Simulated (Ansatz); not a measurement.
## What a change of settings does: Ca (simple hexagonal type)

First run: DFT, PBE, all-electron LAPW, scalar-relativistic (Ansatz 0.2.0).

Command: `ansatz run input.yaml --threads 1 --pin off --max-ram 2048MiB --backend cpu --events-out ev --progress --plain --runs-dir out` It took 7.2 s on 1 thread of Arm Neoverse V1, on a shared host, peak memory 0.25 GiB.

```yaml
crystal:
  lattice:
    - [2.9137484871, 0.0, 0.0]
    - [-1.4568742435, 2.5233802101, 0.0]
    - [0.0, 0.0, 2.6306085506]
  atoms:
    - { symbol: Ca, position: [0.0, 0.0, 0.0] }
kpoints:
  mp_grid: { grid: [12, 12, 11] }
  band_path:
    path:
      - [0.0, 0.0, 0.0]
      - [0.5, 0.0, 0.0]
      - [0.3333333333, 0.3333333333, 0.0]
      - [0.0, 0.0, 0.0]
      - [0.0, 0.0, 0.5]
      - [0.5, 0.0, 0.5]
      - [0.3333333333, 0.3333333333, 0.5]
      - [0.0, 0.0, 0.5]
      - [0.5, 0.0, 0.5]
    npoints: 8
scf:
  occupations: { method: fermi_dirac, width: 0.08 }
hamiltonian:
  xc: pbe
  pseudopotentials: { kind: all_electron, lapw: { basis_error: 0.001 } }
output:
  forces: true
  stress: true
  eigenvalues: true
  populations: true
  dos: { projected: true, de: 0.2, e_range: [-14, 8] }
```

The cell comes from a relaxation on PAW files under the same functional, begun from a prototype that needn't be the stable phase.

This run: volume at 0.45 of the series' base cell.

It converges in 6 SCF iterations at a pressure of 37.1 GPa.

The input is then changed:

```diff
 scf:
-  occupations: { method: fermi_dirac, width: 0.08 }
+  occupations: { method: cold, width: 0.01 }
 hamiltonian:
   populations: true
-  dos: { projected: true, de: 0.2, e_range: [-14, 8] }
```

Problem. What does the second run give?

Solution. It converges in 6 SCF iterations at a pressure of 37.1 GPa, free energy +4.5 meV/atom against the first run's. Results part of its log:
```
SCF 1 converged in 6 iterations: F = -18512.715153 eV  dr2 = 6.74e-8
NSCF: frozen V_eff on 65 k-points
SCF converged after 6 iterations
Stability not checked: this state was not tested for a lower state beside it, because cold or Methfessel-Paxton smearing, or corrected tetrahedra, fill the levels in a way that the test cannot read (fill_not_monotonic; see scf.lower_state_search)
Free energy (F): -18512.715153 eV
Harris-Foulkes:  -18512.715153 eV  (|F-HF|=1.05e-8)
Internal energy: -18512.715103 eV  (E = F + TS)
E sigma→0 (E₀):  -18512.715136 eV
Entropy (-TS):   -0.000050 eV (-0.050 meV/atom)
Fermi energy:    13.319701 eV
--- Per-component energies (eV) ---
  E_band       = -1970.779630
  E_kinetic    = 18669.910557
  E_xc         = -988.154920
  E_electrostatic = -36194.470741  (all electrons and nuclei)
  E_smearing   = -0.000050  (= −TS)
  E_closure    = 0.000000  (closes the sum)
  E_atoms      = -18512.560587  (free atoms, spherical and without spin; not in F)
  Σ components = -18512.715153   (vs F -18512.715153, Δ=0.00e0)
  Basis errors (estimates in eV, not in F): energy 4.7e-4 per atom: plane waves 4.2e-4 (2.4e-4 summed), levels above the bands 0.0e0, relativity 1.7e-8, radial functions 4.5e-5, core shells 8.3e-7; eigenvalues (radial functions only) 1.1e-6; not estimated: angular momenta, meshes, grids; target (lapw.basis_error) 1.0e-3; muffin-tin radii Ca 1.315 Å
--- Forces (eV/Å), atoms counted from 1 ---
  atom   1  Ca    -0.00000000     0.00000000     0.00000000
  max |Σ_I F_I| component: 1.31e-31 eV/Å
--- Stress (GPa, compression-positive) ---
       37.159417      -0.000000       0.000000
       -0.000000      37.159417      -0.000000
        0.000000      -0.000000      37.033885
  P = ⅓ Tr σ = 37.1176 GPa (371.176 kbar)
--- Band table (eV; the first three rows and the last of 114) ---
  k-point 0: bands = ["-314.5072", "-314.5072", "-314.4915", "-27.9853", "-8.1147", "-8.1147", "-7.7897", "8.7259", "13.6465", "16.2162", "16.2162", "20.8951"]
  k-point 1: bands = ["-314.5072", "-314.5072", "-314.4915", "-27.9537", "-8.0963", "-8.0963", "-7.9973", "8.9670", "13.9123", "16.2890", "16.2890", "20.5539"]
  k-point 2: bands = ["-314.5072", "-314.5072", "-314.4915", "-27.8675", "-8.5287", "-8.0466", "-8.0466", "9.6193", "14.5861", "16.4917", "16.4917", "19.7426"]
  k-point 113: bands = ["-314.5072", "-314.5072", "-314.4915", "-27.2406", "-9.6139", "-8.9043", "-8.9043", "12.6541", "12.6541", "16.6546", "16.6546", "21.4847"]
--- Löwdin populations: 1 site ---
  site symbol       q [e]
     0     Ca     19.1118
  spilling = 0.044412 (of n_electrons = 20.000000)
```
